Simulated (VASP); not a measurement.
Set up this calculation in VASP 6.6.1, as the native input.

* Task: single point
* Functional: PBE
* Potentials or basis: VASP PAW PBE potentials, release 64 (Ag)
* Cutoff: 520 eV
* k mesh: 6 × 6 × 6
* Occupations: fermi-dirac, width 0.0816 eV
* Spin: no spin polarisation
* Dipole correction: no
* Further INCAR settings: ALGO = Normal; EDIFF = 1e-07; NBANDS = 30

The structure of Ag lies in POSCAR:

```
Ag
1.0
    4.1468743097      0.0000000000      0.0000000000
    0.0000000000      4.1468743097      0.0000000000
    0.0000000000      0.0000000000      4.1468743097
Ag
4
Direct
    0.0000000000      0.0000000000      0.0000000000
    0.5000000000      0.5000000000      0.0000000000
    0.5000000000      0.0000000000      0.5000000000
    0.0000000000      0.5000000000      0.5000000000
```

One way to write it, as run:

INCAR

```
PREC = Accurate
ENCUT = 520
EDIFF = 1E-7
ISMEAR = -1
SIGMA = 0.0816
LREAL = F
LASPH = T
NELM = 100
ALGO = Normal
ISIF = 2
LWAVE = F
LCHARG = F
GGA = PE
NBANDS = 30
```

KPOINTS

```
Automatic mesh
0
Gamma
  6 6 6
```

Potentials or basis: VASP PAW PBE potentials, release 64 (Ag).

Command:

```console
$ cat potpaw_PBE.64/Ag/POTCAR > POTCAR
$ mpirun -np 1 vasp_std > vasp.out
```

Results of the run:

```
Pressure               : 0.0 GPa
Band gap on the k mesh : none (metal or under the smearing width)
```

Wall time 13 s on 1 thread of Intel(R) Xeon(R) 6975P-C (Granite Rapids), on a shared host, peak memory 0.18 GiB.
